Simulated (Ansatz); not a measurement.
ZrS2:

```
Zr S
1.0
     3.69138    0.00000    0.00000
    -1.84569    3.19683    0.00000
     0.00000    0.00000    6.04108
Zr S
1 2
Direct
  0.00000 0.00000 0.00000
  0.33333 0.66667 0.23791
  0.66667 0.33333 0.76209
```

The cell is a database's computed one.

Program: Ansatz 0.2.0. Alike in all runs: no spin polarisation; cell as given.

Question: Order these runs on this cell by their band gap on the k mesh, lowest first.
A. level LDA+U; potentials or basis Ansatz PAW; U Zr d U = 4.5 eV; k mesh 8 × 8 × 5; cutoff (eV) 420; smearing tetrahedron; broadening 0.1 eV; hubbard projectors ortho-atomic (the default); double counting fll (the default)
B. level m-r2SCAN; potentials or basis Ansatz PAW; k mesh 8 × 8 × 5; cutoff (eV) 500; smearing methfessel-paxton 0.1 eV
C. level r2SCAN0+D3(BJ)+ATM; potentials or basis SPMS NC; k mesh 5 × 5 × 3; cutoff (eV) 500; smearing methfessel-paxton 0.1 eV; other keys basis.ecutwfc = 500 eV; scf.n_extra_bands = 16

Answer: B (1.36 eV), A (1.63 eV), C (2.87 eV).

Caveats: odd divisions of the mesh miss points on the zone boundary, where band edges often lie, so the gap on the mesh can be too wide; some levels weren't fully converged (some runs); the meta-GGA runs on potentials made for a GGA (some runs).

A k mesh can miss the band edges, odd and even meshes differently.
